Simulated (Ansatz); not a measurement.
Wanted: the native input for an Ansatz 0.2.0 run.

```yaml
Task: relaxation of cell and atoms
Functional: revPBE
Potentials_or_basis: Ansatz PAW
Cutoff: "420 eV (not typed: the program's choice for these potentials)"
k_mesh: 12 × 12 × 4
Occupations: fermi-dirac, width 0.05 eV
Spin: collinear spin, ferromagnetic start
Starting_moments: "[2.0, 2.0, 2.0, 2.0] μB"
```

Co:

```
Co
1.0
     2.47056    0.00000    0.00000
    -1.23528    2.13957    0.00000
     0.00000    0.00000    8.08823
Co
4
Direct
  0.66667 0.33333 0.75000
  0.00000 0.00000 0.50000
  0.33333 0.66667 0.25000
  0.00000 0.00000 0.00000
```

The input as run:

input.yaml

```yaml
crystal:
  lattice:
    - [2.4705617809, 0.0, 0.0]
    - [-1.2352808905, 2.1395692639, 0.0]
    - [0.0, 0.0, 8.0882338]
  atoms:
    - { symbol: Co, position: [0.6666666667, 0.3333333333, 0.75], spin: 2.0 }
    - { symbol: Co, position: [0.0, 0.0, 0.5], spin: 2.0 }
    - { symbol: Co, position: [0.3333333333, 0.6666666667, 0.25], spin: 2.0 }
    - { symbol: Co, position: [0.0, 0.0, 0.0], spin: 2.0 }
hamiltonian:
  xc: revpbe
  pseudopotentials: { kind: paw }
magnetization:
  spin_polarized: true
kpoints:
  mp_grid: { grid: [12, 12, 4] }
scf:
  occupations: { method: fermi_dirac, width: 0.05 }
output:
  forces: true
  stress: true
relax:
  f_tol: 0.01
  max_steps: 40
  cell: { stress_tol: 0.05 }
```

Potentials or basis: Ansatz PAW.

Command:

```bash
$ ansatz run input.yaml --threads 2 --pin off --max-ram 5120MiB --backend cpu --events-out ev --progress --plain --runs-dir out
```

It gave:

- Relaxed volume: 11.14 Å³/atom
- Relaxed cell: a = 2.514 Å, b = 2.514 Å, c = 8.138 Å, α = 90.00°, β = 90.00°, γ = 120.00°
- Space group after relaxing (to 0.05 Å): P6_3/mmc (No. 194)
- Energy gained by relaxing: 13.2 meV/atom
- Ionic steps: 7
- Pressure after relaxing: 0.0 GPa
- Net moment: 6.76 μB per cell
- Absolute moment: 7.45 μB per cell
- Site moments: Co +1.78, +1.76 μB

Caveat: the plane-wave basis is chosen anew once the cell has moved, so the energies of steps on either side of that aren't comparable; the PAW data sets come from PBE, with cores solved anew for the run's functional, which leaves a small shift of forces and pressure.

Wall time 57 s on 2 threads of Arm Neoverse V1 (shared host), peak memory 0.46 GiB.
